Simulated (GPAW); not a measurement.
Input of a GPAW 26.7.0 run:

run.py

```python
import spglib
from ase import Atoms
from ase.calculators.mixing import SumCalculator
from ase.eos import EquationOfState
from ase.io import Trajectory, read
from ase.units import GPa
from dftd3.ase import DFTD3
from gpaw import GPAW, PW

atoms = read('GaAs.cif')
cell, positions, numbers = spglib.find_primitive(
    (atoms.cell[:], atoms.get_scaled_positions(), atoms.numbers), symprec=1e-4)
atoms = Atoms(numbers, cell=cell, scaled_positions=positions, pbc=True)

traj = Trajectory('eos.traj', 'w')
volumes, energies = [], []
for x in [0.94, 0.96, 0.98, 1.0, 1.02, 1.04, 1.06]:
    a = atoms.copy()
    a.set_cell(atoms.cell * x**(1 / 3), scale_atoms=True)
    calc = GPAW(mode=PW(600),
                xc='RPBE',
                kpts={'size': (8, 8, 8), 'gamma': True},
                occupations={'name': 'fermi-dirac', 'width': 0.05},
                nbands=11,
                convergence={'density': 1e-05, 'energy': 1e-05},
                maxiter=150,
                txt=f'eos-{x:.2f}.txt')
    a.calc = SumCalculator([calc, DFTD3(method='rpbe', damping='d3zero')])
    energies.append(a.get_potential_energy())
    volumes.append(a.get_volume())
    p = -a.get_stress()[:3].mean() / GPa
    calc.write(f'eos-{x:.2f}.gpw')
    traj.write(a)
    print(f'{x:.2f} {volumes[-1]:10.4f} A^3 {energies[-1]:14.6f} eV {p:9.3f} GPa', flush=True)

v0, e0, B = EquationOfState(volumes, energies, eos='birchmurnaghan').fit()
print(f'V0 = {v0:.4f} A^3, E0 = {e0:.6f} eV, B0 = {B / GPa:.2f} GPa')
```

GaAs.cif

```cif
data_GaAs
_cell_length_a 5.65370000
_cell_length_b 5.65370000
_cell_length_c 5.65370000
_cell_angle_alpha 90.00000000
_cell_angle_beta 90.00000000
_cell_angle_gamma 90.00000000
_space_group_name_H-M_alt 'F-43m'
_space_group_name_Hall 'F -4 2 3'
_space_group_IT_number 216
loop_
_space_group_symop_operation_xyz
'x,y,z'
'y,-x,-z'
'-x,-y,z'
'-y,x,-z'
'x,-y,-z'
'y,x,z'
'-x,y,-z'
'-y,-x,z'
'z,x,y'
'-z,y,-x'
'z,-x,-y'
'-z,-y,x'
'-z,x,-y'
'z,y,x'
'-z,-x,y'
'z,-y,-x'
'y,z,x'
'-x,-z,y'
'-y,z,-x'
'x,-z,-y'
'-y,-z,x'
'x,z,y'
'y,-z,-x'
'-x,z,-y'
'x,y+1/2,z+1/2'
'y,-x+1/2,-z+1/2'
'-x,-y+1/2,z+1/2'
'-y,x+1/2,-z+1/2'
'x,-y+1/2,-z+1/2'
'y,x+1/2,z+1/2'
'-x,y+1/2,-z+1/2'
'-y,-x+1/2,z+1/2'
'z,x+1/2,y+1/2'
'-z,y+1/2,-x+1/2'
'z,-x+1/2,-y+1/2'
'-z,-y+1/2,x+1/2'
'-z,x+1/2,-y+1/2'
'z,y+1/2,x+1/2'
'-z,-x+1/2,y+1/2'
'z,-y+1/2,-x+1/2'
'y,z+1/2,x+1/2'
'-x,-z+1/2,y+1/2'
'-y,z+1/2,-x+1/2'
'x,-z+1/2,-y+1/2'
'-y,-z+1/2,x+1/2'
'x,z+1/2,y+1/2'
'y,-z+1/2,-x+1/2'
'-x,z+1/2,-y+1/2'
'x+1/2,y,z+1/2'
'y+1/2,-x,-z+1/2'
'-x+1/2,-y,z+1/2'
'-y+1/2,x,-z+1/2'
'x+1/2,-y,-z+1/2'
'y+1/2,x,z+1/2'
'-x+1/2,y,-z+1/2'
'-y+1/2,-x,z+1/2'
'z+1/2,x,y+1/2'
'-z+1/2,y,-x+1/2'
'z+1/2,-x,-y+1/2'
'-z+1/2,-y,x+1/2'
'-z+1/2,x,-y+1/2'
'z+1/2,y,x+1/2'
'-z+1/2,-x,y+1/2'
'z+1/2,-y,-x+1/2'
'y+1/2,z,x+1/2'
'-x+1/2,-z,y+1/2'
'-y+1/2,z,-x+1/2'
'x+1/2,-z,-y+1/2'
'-y+1/2,-z,x+1/2'
'x+1/2,z,y+1/2'
'y+1/2,-z,-x+1/2'
'-x+1/2,z,-y+1/2'
'x+1/2,y+1/2,z'
'y+1/2,-x+1/2,-z'
'-x+1/2,-y+1/2,z'
'-y+1/2,x+1/2,-z'
'x+1/2,-y+1/2,-z'
'y+1/2,x+1/2,z'
'-x+1/2,y+1/2,-z'
'-y+1/2,-x+1/2,z'
'z+1/2,x+1/2,y'
'-z+1/2,y+1/2,-x'
'z+1/2,-x+1/2,-y'
'-z+1/2,-y+1/2,x'
'-z+1/2,x+1/2,-y'
'z+1/2,y+1/2,x'
'-z+1/2,-x+1/2,y'
'z+1/2,-y+1/2,-x'
'y+1/2,z+1/2,x'
'-x+1/2,-z+1/2,y'
'-y+1/2,z+1/2,-x'
'x+1/2,-z+1/2,-y'
'-y+1/2,-z+1/2,x'
'x+1/2,z+1/2,y'
'y+1/2,-z+1/2,-x'
'-x+1/2,z+1/2,-y'
loop_
_atom_site_label
_atom_site_type_symbol
_atom_site_symmetry_multiplicity
_atom_site_Wyckoff_symbol
_atom_site_fract_x
_atom_site_fract_y
_atom_site_fract_z
_atom_site_occupancy
As1 As 4 c 0.2500000000 0.2500000000 0.2500000000 1
Ga1 Ga 4 a 0.0000000000 0.0000000000 0.0000000000 1
```

Potentials or basis: the program's PAW data sets (release 1.2.1) made for this functional, pw.

Run with:

```bash
$ OMP_NUM_THREADS=1 python run.py
```

Q: Estimate the pressure derivative of the bulk modulus.

A: 4.7.

Q: What does it give for the equilibrium volume?

A: 23.66 Å³/atom.

Energy against volume, from the lowest point:
```
volume (Å³/atom)  energy (meV/atom)
          21.234              62.79
          21.686              39.84
          22.138              22.66
          22.590              10.64
          23.041               3.25
          23.493               0.00
          23.945               0.46
```

Zero-point motion and thermal expansion aren't in these numbers.
